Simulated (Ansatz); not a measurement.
Predict the output of the script below (the Python package of Ansatz (0.2.0)).

The script, `soc.py`:
```python
import warnings

import ansatz as az
from ase import Atoms

MESH = (6, 6, 4)
SMEARING = "fixed"

warnings.simplefilter("ignore", az.DeckWarning)

atoms = Atoms(
    ["Cd", "Cd", "Se", "Se"],
    scaled_positions=[
        (1 / 3, 2 / 3, 0.0),
        (2 / 3, 1 / 3, 0.5),
        (1 / 3, 2 / 3, 0.385),
        (2 / 3, 1 / 3, 0.885),
    ],
    cell=[
        (4.3, 0.0, 0.0),
        (-2.15, 3.72391, 0.0),
        (0.0, 0.0, 7.02),
    ],
    pbc=True,
)
xtal = az.Crystal.from_ase(atoms)

calc = xtal.calculation()
calc = calc.functional(az.Functional.PBESOL)
calc = calc.basis(31 * az.Ry)
calc = calc.kpoints(mesh=MESH, center="gamma").occupations(SMEARING)
calc = calc.band_table()
for label, variant in (("scalar-relativistic", calc), ("spin-orbit", calc.spin(soc=True))):
    report = variant.run(threads=1).report
    zero = report["band_edges_ev"][0] if report.get("band_edges_ev") else report["fermi_energy_ev"]
    near = [round(e - zero, 3) for e in report["eigenvalues_ev"][0] if abs(e - zero) < 4]
    print(label)
    print("  band edges (eV):", [round(e, 3) for e in report.get("band_edges_ev") or []] or "none reported")
    print("  levels at k =", report["kpoints_frac"][0], "within 4 eV of the zero:", near)
```

```console
$ python soc.py
scalar-relativistic
  band edges (eV): [7.345, 7.922]
  levels at k = [0.0, 0.0, 0.0] within 4 eV of the zero: [-0.726, -0.726, -0.013, -0.0, 0.0, 0.577, 2.016]
spin-orbit
  band edges (eV): [7.464, 7.925]
  levels at k = [0.0, 0.0, 0.0] within 4 eV of the zero: [-0.964, -0.964, -0.731, -0.731, -0.367, -0.367, -0.005, -0.005, -0.0, 0.0, 0.461, 0.461, 1.897, 1.897]
```

Caveats:
- Of the deposited cell: the entry's cell lengths or inner coordinates differ somewhat from later room-temperature determinations.
- The starting cell is as deposited in a crystallographic database; the results hold for this polymorph, which needn't be the stable one.
- Gaps and levels are Kohn-Sham values on a finite set of k-points.
- With spin-orbit coupling each level holds one electron and, with inversion or at time-reversal points, comes in pairs; a window in energy can cut a split set.
- Wall time of the script: 68 s on 1 thread of Arm Neoverse V1, with other jobs on the host, peak memory 0.86 GiB.
